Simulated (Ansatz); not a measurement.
A 4-atom cell of MgO (P6_3/mmc) from a materials database (r2SCAN geometry), in Ansatz:

```
Mg O
1.0
     3.48408    0.00000    0.00000
    -1.74204    3.01730    0.00000
     0.00000    0.00000    4.18532
Mg O
2 2
Direct
  0.66667 0.33333 0.75000
  0.33333 0.66667 0.25000
  0.66667 0.33333 0.25000
  0.33333 0.66667 0.75000
```

G0W0@r2SCAN with 165 empty bands, a screening cutoff of 140 eV and a 6×6×4 mesh (PAW, contour deformation) gives 5.946 eV over the mesh points, from an r2SCAN gap of 4.093 eV; it sums over 181 bands with 159 plane waves in the screening and a wave cutoff of 500 eV. The G0W0 figures hold for the stated bands, cutoff and mesh and aren't extrapolated. (Simulation; spin polarisation is off.)

**Question.** Another run gave a Kohn-Sham gap of 4.093 eV and a G0W0 gap of 6.111 eV, summing over 320 bands with 303 plane waves in the screening and a wave cutoff of 500 eV. What was changed?

**Answer.** Empty bands 304, screening cutoff 210 eV. The counts of bands and plane waves show it.

**Question.** Another run gave a Kohn-Sham gap of 4.094 eV and a G0W0 gap of 5.941 eV, summing over 181 bands with 159 plane waves in the screening and a wave cutoff of 1290 eV. What was changed?

**Answer.** Potentials of the kind norm-conserving. The wave cutoff gives it away.
